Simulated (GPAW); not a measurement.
Runs of GPAW 26.7.0 on BN. Symmetry: P6_3/mmc, No. 194, hexagonal system. The conventional cell has a = 2.498 Å, b = 2.498 Å, c = 6.636 Å, α = 90.00°, β = 90.00°, γ = 120.00°. N (site symmetry -6m2) is surrounded by 3 B at 1.44 Å. B (site symmetry -6m2) is surrounded by 3 N at 1.44 Å. 

| task | level | potentials or basis | cell | k mesh | cutoff (eV) | smearing | band path | band points | optimizer | fmax | max steps | gap on the mesh (eV) | pressure (GPa) | relaxed volume (Å³/atom) | largest force (eV/Å) |
| --- | --- | --- | --- | --- | --- | --- | --- | --- | --- | --- | --- | --- | --- | --- | --- |
| band structure | PBEsol | PAW data sets generated in the run's folder for this functional, pw | as given | 10 × 10 × 4 | 800 | fermi-dirac 0.05 eV | GMKGALHA,LM,KH | 60 | - | - | - | 4.14 | (d) | - | - |
| relaxation of cell and atoms | PBEsol+D4 | PAW data sets generated in the run's folder for this functional, pw | relaxed | 9 × 9 × 3 | 800 | fermi-dirac 0.05 eV | - | - | BFGS | 0.02 eV/Å | 60 | 4.26 | -0.2 | 8.51 | 0.01 |
| band structure | r2SCAN | GPAW PAW data sets (gpaw-data 1.2.1), pw | as given | 9 × 9 × 3 | 800 | fermi-dirac 0.05 eV | GMKGALHA,LM,KH | 100 | - | - | - | 5.02 | 0.2 | - | 0.01 |
| relaxation of cell and atoms | PBE+D4 | GPAW PAW data sets (gpaw-data 1.2.1), pw | relaxed | 9 × 9 × 3 | 800 | fermi-dirac 0.05 eV | - | - | LBFGS | 0.01 eV/Å | 60 | 4.39 | -0.1 | (a) | 0.01 |
| single point | TB-mBJ | GPAW PAW data sets for LDA (gpaw-data 1.2.1), pw | as given | 9 × 9 × 3 | 800 | fermi-dirac 0.05 eV | - | - | - | - | - | 6.10 | - | - | - |
| relaxation of cell and atoms | RPBE+D3 | the program's PAW data sets (release 1.2.1) made for this functional, pw | relaxed | 9 × 9 × 3 | 800 | fermi-dirac 0.05 eV | - | - | LBFGS | 0.05 eV/Å | 100 | 4.49 | -0.7 | - | - |
| band structure | rSCAN | GPAW PAW data sets (gpaw-data 1.2.1), pw | as given | 9 × 9 × 3 | 800 | fermi-dirac 0.05 eV | GMKGALHA,LM,KH | 100 | - | - | - | 4.98 | (c) | - | 0.01 |
| relaxation of cell and atoms | PBEsol+D3(BJ) | PAW data sets generated in the run's folder for this functional, pw | relaxed | 9 × 9 × 3 | 800 | fermi-dirac 0.05 eV | - | - | BFGS | 0.02 eV/Å | 60 | 4.24 | 0.1 | (b) | 0.01 |
| dielectric tensor | LDA | the program's PAW data sets (release 1.2.1) made for this functional, pw | as given | 10 × 10 × 4 | 600 | fermi-dirac 0.001 eV | - | - | - | - | - | 4.04 | - | - | - |
| relaxation of cell and atoms | revPBE+D3 | the program's PAW data sets (release 1.2.1) made for this functional, pw | relaxed | 9 × 9 × 3 | 800 | fermi-dirac 0.05 eV | - | - | LBFGS | 0.02 eV/Å | 60 | 4.44 | 0.0 | 8.70 | 0.01 |
| band structure | PBE | GPAW PAW data sets (gpaw-data 1.2.1), pw | as given | 9 × 9 × 3 | 800 | fermi-dirac 0.05 eV | GMKGALHA,LM,KH | 100 | - | - | - | 4.43 | 4.3 | - | - |

Alike in all rows: no spin polarisation.

Problem. Fill in the values left out.

Solution. (a) 8.68; (b) 8.42; (c) -0.9; (d) 1.4.

Caveats: an odd mesh through Γ misses points on the zone boundary, where band edges often lie (some runs); later steps reuse the first step's grids (some runs); the PAW data sets were made with another functional, which shifts forces and pressure a little (some runs); the mesh misses the band edges, which the band path finds closer together (some runs); this functional lacks dispersion, which binds the layers, so the pressure and a relaxed spacing across them are unreliable (some runs); a model potential gives levels but no total energy (some runs); the long-wavelength limit can be off by a per cent or two (some runs).

Not every run made on this cell is shown here.
